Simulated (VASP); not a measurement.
# Sn (I4_1/amd) in VASP: notebook, part 2 of 2

VASP 6.6.1. The steps go on from the part before.

## 4. Relaxation of shape and atoms at fixed volume, PBE+D3(BJ)

INCAR

```
PREC = Accurate ; ENCUT = 600
EDIFF = 1E-7 ; ISMEAR = 0
SIGMA = 0.03 ; LREAL = F
LASPH = T ; NELM = 80
ALGO = Fast ; ISIF = 4
LWAVE = F ; LCHARG = F
GGA = PE ; IVDW = 12
IBRION = 2 ; NSW = 40
EDIFFG = -0.01
```

KPOINTS

```
regular mesh
0
Gamma
  12 12 12
```

POSCAR

```
Sn                                      
1.0
   -2.9248594688      2.9248594688      1.5881673054
    2.9248594688     -2.9248594688      1.5881673054
    2.9248594688      2.9248594688     -1.5881673054
  Sn            
     2
Direct
     0.0000000000000000    0.0000000000000000    0.0000000000000000
     0.7500000000000000    0.2500000000000000    0.5000000000000000
```

Potentials or basis: VASP PAW PBE potentials, release 64 (Sn_d).

The run is started by

```console
> cat potpaw_PBE.64/Sn_d/POTCAR > POTCAR
> mpirun -np 1 vasp_std > vasp.out
```

OUTCAR:

```text
PREC = Accurate
   ENCUT = 600
   EDIFF = 1E-7
   ISMEAR = 0
   LREAL = F
   LASPH = T
   NELM = 80
   ISIF = 4
   GGA = PE
   IVDW = 12
   IBRION = 2
   NSW = 40
   EDIFFG = -0.01
 IVDW          = 12

 ion  position               nearest neighbor table
   1  0.000  0.000  0.000-   2 3.03   2 3.03   2 3.03   2 3.03
   2  0.750  0.250  0.500-   1 3.03   1 3.03   1 3.03   1 3.03

  LATTYP: Found a body centered tetragonal cell.
 ALAT       =     5.8497189376
 C/A-ratio  =     0.5429892692

  Lattice vectors:

 A1 = (  -2.9248594688,   2.9248594688,   1.5881673054)
 A2 = (   2.9248594688,  -2.9248594688,   1.5881673054)
 A3 = (   2.9248594688,   2.9248594688,  -1.5881673054)

Analysis of symmetry for initial positions (statically):
=====================================================================
 Subroutine PRICEL returns:
 Original cell was already a primitive cell.

 Routine SETGRP: Setting up the symmetry group for a
 body centered tetragonal supercell.

 Subroutine GETGRP returns: Found 16 space group operations
 (whereof  8 operations were pure point group operations)
 out of a pool of 16 trial point group operations.

The static configuration has the point symmetry D_2d.
 The point group associated with its full space group is D_4h.

Analysis of symmetry for dynamics (positions and initial velocities):
=====================================================================
 Subroutine PRICEL returns:
 Original cell was already a primitive cell.

 Routine SETGRP: Setting up the symmetry group for a
 body centered tetragonal supercell.

 Subroutine GETGRP returns: Found 16 space group operations
 (whereof  8 operations were pure point group operations)
 out of a pool of 16 trial point group operations.

The dynamic configuration has the point symmetry D_2d.
 The point group associated with its full space group is D_4h.

[... 116 lines left out ...]
   IMIX   =      4    mixing-type and parameters
     AMIX     =   0.40;   BMIX     =  1.00
     AMIX_MAG =   1.60;   BMIX_MAG =  1.00
  volume/ion in A,a.u.               =      27.17       183.37
  Fermi-wavevector in a.u.,A,eV,Ry     =   1.312418  2.480110 23.435223  1.722440
  Thomas-Fermi vector in A             =   2.442811
   LORBIT       =      0    0 simple, 1 ext, 2 COOP (PROOUT), +10 PAW based schemes
   GGA     = PE    functional components
   LHFCALC =     F    Hartree Fock is set to
   AEXX    =    0.0000 exact exchange contribution
   IVDW    =    12    specifies the selected vdW correction
   LEPSILON=     F    determine dielectric tensor
   LRPA    =     F    only Hartree local field effects (RPA)
 conjugate gradient relaxation of ions
 non-spin polarized calculation
 RMM-DIIS sequential band-by-band and
 Gauss-broadening in eV      SIGMA  =   0.03
  energy-cutoff  :      600.00
  volume of cell :       54.35
 maximum number of plane-waves:      1834
   NGX = 17   NGY = 17   NGZ = 17

 number of electron      27.9999998 magnetization

 Free energy of the ion-electron system (eV)
  ---------------------------------------------------
  ext. energy  EPLUGINS =         0.00000000
  ---------------------------------------------------
  free energy    TOTEN  =        -7.59551413 eV

  energy without entropy =       -7.59504373  energy(sigma->0) =       -7.59527893

 E-fermi :   7.9589     XC(G=0): -10.2992

 val. band max:        7.9413376200   @ k =  -0.1667  -0.1667   0.1667
 cond. band min:       7.9616228157   @ k =   0.2500   0.0833   0.0000
 fundamental gap:      0.0202851957
 Fermi energy:         7.9588974615

 k-point     1 :       0.0000    0.0000    0.0000
  band No.  band energies     occupation
      1     -13.6969      2.00000
      2     -13.6175      2.00000
      3     -13.5717      2.00000
      4     -13.5632      2.00000
      5     -13.4109      2.00000
      6     -13.4109      2.00000
[... 481 lines left out ...]
      5     -13.4612      2.00000
      6     -13.4346      2.00000
[... 10 lines left out ...]
     17      10.9472      0.00000
     18      13.3209      0.00000

 [... further k-points ...]

------------------------ aborting loop because EDIFF is reached ----------------------------------------

 Edisp (eV)   -0.77819

 E8    (eV) :    -0.3762

  FORCE on cell =-STRESS in cart. coord.  units (eV):
  Direction    XX          YY          ZZ          XY          YZ          ZX
  --------------------------------------------------------------------------------------
  -------------------------------------------------------------------------------------
  Total       0.00647     0.00647    -0.00487     0.00000     0.00000     0.00000
  in kB       0.19071     0.19071    -0.14369     0.00000     0.00000     0.00000
  external pressure =        0.08 kB  Pullay stress =        0.00 kB

 VOLUME and BASIS-vectors are now :
 -----------------------------------------------------------------------------
  energy-cutoff  :      600.00
  volume of cell :       54.35
      direct lattice vectors                 reciprocal lattice vectors
    -2.924859469  2.924859469  1.588167305     0.000000000  0.170948384  0.314828292
     2.924859469 -2.924859469  1.588167305     0.170948384  0.000000000  0.314828292
     2.924859469  2.924859469 -1.588167305     0.170948384  0.170948384  0.000000000

 POSITION                                       TOTAL-FORCE (eV/Angst)
 -----------------------------------------------------------------------------------
      0.00000      0.00000      0.00000        -0.000000     -0.000000      0.000000
     -0.00000      2.92486      0.79408         0.000000      0.000000     -0.000000
 -----------------------------------------------------------------------------------
    total drift:                               -0.000000      0.000000     -0.000000

  FREE ENERGIE OF THE ION-ELECTRON SYSTEM (eV)
  ---------------------------------------------------
  free  energy   TOTEN  =        -8.3737083804 eV

  energy  without entropy=       -8.3732379825  energy(sigma->0) =       -8.37347318

 reached required accuracy - stopping structural energy minimisation
```

CONTCAR:

```text
Sn
   1.00000000000000
    -2.9248594687999998    2.9248594687999998    1.5881673054000001
     2.9248594687999998   -2.9248594687999998    1.5881673054000001
     2.9248594687999998    2.9248594687999998   -1.5881673054000001
  Sn
     2
Direct
     0.0000000000000000    0.0000000000000000    0.0000000000000000
     0.7500000000000000    0.2500000000000000    0.5000000000000000

  0.00000000E+00  0.00000000E+00  0.00000000E+00
  0.00000000E+00  0.00000000E+00  0.00000000E+00
```

Run time: 71 s. Hardware: 1 thread of Intel Xeon 6975P-C (Granite Rapids), shared host; peak memory 0.33 GiB.

Results:

```yaml
Free_energy: -8.3737 eV
Pressure_after_relaxing: 0.0 GPa
Band_gap_on_the_k_mesh: none (metal or under the smearing width)
Dispersion_energy_per_atom: -0.389 eV
```

Final structure:
```
Sn
1.0
    -2.92486    2.92486    1.58817
     2.92486   -2.92486    1.58817
     2.92486    2.92486   -1.58817
Sn
2
Direct
  0.00000 0.00000 0.00000
  0.75000 0.25000 0.50000
```

Levels at points of the mesh, in eV from the Fermi level:
```tsv
k point	band 10	band 11	band 12	band 13	band 14	band 15	band 16	band 17	band 18
(0.00, 0.00, 0.00)	-21.16	-11.12	-3.67	-1.99	-1.99	2.97	6.19	6.26	6.89
(0.50, 0.00, 0.00)	-21.23	-6.90	-5.38	-2.32	-1.71	-1.13	2.25	2.85	4.67
(0.50, 0.50, 0.00)	-21.29	-8.89	-8.89	0.58	0.58	1.56	1.56	6.07	6.07
(0.50, 0.50, 0.50)	-21.35	-7.56	-7.56	-4.80	-4.80	5.10	5.10	9.34	9.34
```

Caveat: the relaxation stopped at its first step, so nothing moved; pairwise dispersion overbinds metals, which lowers pressure and volume.

## 5. Relaxation of shape and atoms at fixed volume, PBE+D3(BJ) (a relaxed cell with its volume scaled by 1.02)

INCAR is that of step 4.

KPOINTS is that of step 4.

POSCAR

```
Sn                                      
1.0
   -2.9442299635      2.9442299635      1.5986852762
    2.9442299635     -2.9442299635      1.5986852762
    2.9442299635      2.9442299635     -1.5986852762
  Sn            
     2
Direct
     0.0000000000000000    0.0000000000000000    0.0000000000000000
     0.7500000000000000    0.2500000000000000    0.5000000000000000
```

Potentials or basis: VASP PAW PBE potentials, release 64 (Sn_d).

The run is started by

```console
> cat potpaw_PBE.64/Sn_d/POTCAR > POTCAR
> mpirun -np 1 vasp_std > vasp.out
```

OUTCAR:

```text
PREC = Accurate
   ENCUT = 600
   EDIFF = 1E-7
   ISMEAR = 0
   LREAL = F
   LASPH = T
   NELM = 80
   ISIF = 4
   GGA = PE
   IVDW = 12
   IBRION = 2
   NSW = 40
   EDIFFG = -0.01
 IVDW          = 12

 ion  position               nearest neighbor table
   1  0.000  0.000  0.000-   2 3.05   2 3.05   2 3.05   2 3.05
   2  0.750  0.250  0.500-   1 3.05   1 3.05   1 3.05   1 3.05

  LATTYP: Found a body centered tetragonal cell.
 ALAT       =     5.8884599270
 C/A-ratio  =     0.5429892692

  Lattice vectors:

 A1 = (  -2.9442299635,   2.9442299635,   1.5986852762)
 A2 = (   2.9442299635,  -2.9442299635,   1.5986852762)
 A3 = (   2.9442299635,   2.9442299635,  -1.5986852762)

Analysis of symmetry for initial positions (statically):
=====================================================================
 Subroutine PRICEL returns:
 Original cell was already a primitive cell.

 Routine SETGRP: Setting up the symmetry group for a
 body centered tetragonal supercell.

 Subroutine GETGRP returns: Found 16 space group operations
 (whereof  8 operations were pure point group operations)
 out of a pool of 16 trial point group operations.

The static configuration has the point symmetry D_2d.
 The point group associated with its full space group is D_4h.

Analysis of symmetry for dynamics (positions and initial velocities):
=====================================================================
 Subroutine PRICEL returns:
 Original cell was already a primitive cell.

 Routine SETGRP: Setting up the symmetry group for a
 body centered tetragonal supercell.

 Subroutine GETGRP returns: Found 16 space group operations
 (whereof  8 operations were pure point group operations)
 out of a pool of 16 trial point group operations.

[... 178 lines left out ...]
 -----------------------------------------------------------------------------------
      0.00000      0.00000      0.00000        -0.000000      0.000000     -0.000000
     -0.00000      2.94423      0.79934         0.000000     -0.000000      0.000000
 -----------------------------------------------------------------------------------
    total drift:                               -0.000000      0.000000     -0.000000

  FREE ENERGIE OF THE ION-ELECTRON SYSTEM (eV)
  ---------------------------------------------------
  free  energy   TOTEN  =        -8.3703140032 eV

  energy  without entropy=       -8.3698685078  energy(sigma->0) =       -8.37009126

--------------------------------------- Ionic step        2  -------------------------------------------

 number of electron      27.9999989 magnetization

 Free energy of the ion-electron system (eV)
  ---------------------------------------------------
  ext. energy  EPLUGINS =         0.00000000
  ---------------------------------------------------
  free energy    TOTEN  =        -7.60733919 eV

  energy without entropy =       -7.60689086  energy(sigma->0) =       -7.60711502

 E-fermi :   7.7101     XC(G=0): -10.2063

 val. band max:        7.7084478145   @ k =   0.4167   0.4167   0.0000
 cond. band min:       7.7442531675   @ k =  -0.4167   0.1667  -0.0000
 fundamental gap:      0.0358053530
 Fermi energy:         7.7101045180

 k-point     1 :       0.0000    0.0000    0.0000
  band No.  band energies     occupation
      1     -13.9115      2.00000
      2     -13.8361      2.00000
      3     -13.7921      2.00000
      4     -13.7840      2.00000
      5     -13.6426      2.00000
      6     -13.6426      2.00000
[... 481 lines left out ...]
      5     -13.6893      2.00000
      6     -13.6639      2.00000
[... 10 lines left out ...]
     17      10.6627      0.00000
     18      13.0041      0.00000

 [... further k-points ...]

------------------------ aborting loop because EDIFF is reached ----------------------------------------

 Edisp (eV)   -0.76300

 E8    (eV) :    -0.3690

  FORCE on cell =-STRESS in cart. coord.  units (eV):
  Direction    XX          YY          ZZ          XY          YZ          ZX
  --------------------------------------------------------------------------------------
  -------------------------------------------------------------------------------------
  Total      -0.35241    -0.35241    -0.34229     0.00000     0.00000     0.00000
  in kB     -10.18586   -10.18586    -9.89327     0.00000     0.00000     0.00000
  external pressure =      -10.09 kB  Pullay stress =        0.00 kB

 VOLUME and BASIS-vectors are now :
 -----------------------------------------------------------------------------
  energy-cutoff  :      600.00
  volume of cell :       55.43
      direct lattice vectors                 reciprocal lattice vectors
    -2.942965927  2.942965927  1.600058878     0.000000000  0.169896632  0.312488501
     2.942965927 -2.942965927  1.600058878     0.169896632  0.000000000  0.312488501
     2.942965927  2.942965927 -1.600058878     0.169896632  0.169896632  0.000000000

 POSITION                                       TOTAL-FORCE (eV/Angst)
 -----------------------------------------------------------------------------------
      2.94297     -2.94297      1.60006        -0.000000     -0.000000      0.000000
      0.00000      2.94297      0.80003         0.000000      0.000000     -0.000000
 -----------------------------------------------------------------------------------
    total drift:                               -0.000000      0.000000     -0.000000

  FREE ENERGIE OF THE ION-ELECTRON SYSTEM (eV)
  ---------------------------------------------------
  free  energy   TOTEN  =        -8.3703422771 eV

  energy  without entropy=       -8.3698939516  energy(sigma->0) =       -8.37011811

 reached required accuracy - stopping structural energy minimisation
```

CONTCAR:

```text
Sn
   1.00000000000000
    -2.9429659265627697    2.9429659265627697    1.6000588777082205
     2.9429659265627697   -2.9429659265627697    1.6000588777082205
     2.9429659265627697    2.9429659265627697   -1.6000588777082205
  Sn
     2
Direct
     0.0000000000000000    1.0000000000000000    0.0000000000000000
     0.7500000000000000    0.2500000000000000    0.5000000000000000

  0.00000000E+00  0.00000000E+00  0.00000000E+00
  0.00000000E+00  0.00000000E+00  0.00000000E+00
```

It took 1.8 min on 1 thread of Intel Xeon 6975P-C (Granite Rapids), shared host; peak memory 0.34 GiB.

What came out:

- Free energy: -8.3703 eV
- Energy gained by relaxing: 0.0 meV/atom
- Ionic steps: 2
- Pressure after relaxing: -1.0 GPa
- Band gap on the k mesh: none (metal or under the smearing width)
- Dispersion energy per atom: -0.382 eV

Final structure:
```
Sn
1.0
    -2.94297    2.94297    1.60006
     2.94297   -2.94297    1.60006
     2.94297    2.94297   -1.60006
Sn
2
Direct
  0.00000 0.00000 0.00000
  0.75000 0.25000 0.50000
```

Caveat: pairwise dispersion overbinds metals, which lowers pressure and volume.

## 6. The runs side by side

```tsv
cell	gap on the mesh (eV)	pressure (GPa)
atoms relaxed at fixed volume from: a relaxed cell with its volume scaled by 0.96	none	2.4
atoms relaxed at fixed volume from: a relaxed cell with its volume scaled by 0.98	none	1.1
atoms relaxed at fixed volume	none	0.0
atoms relaxed at fixed volume from: a relaxed cell with its volume scaled by 1.02	none	-1.0
```

Alike in all rows: task relaxation of shape and atoms at fixed volume; level PBE+D3(BJ); potentials or basis VASP PAW PBE potentials, release 64 (Sn_d); no spin polarisation; k mesh 12 × 12 × 12; cutoff (eV) 600; smearing gaussian 0.03 eV.

Caveats: pairwise dispersion overbinds metals, which lowers pressure and volume; the relaxation stopped at its first step, so nothing moved (some runs).

Absolute energies hang on the potentials; compare differences alone.
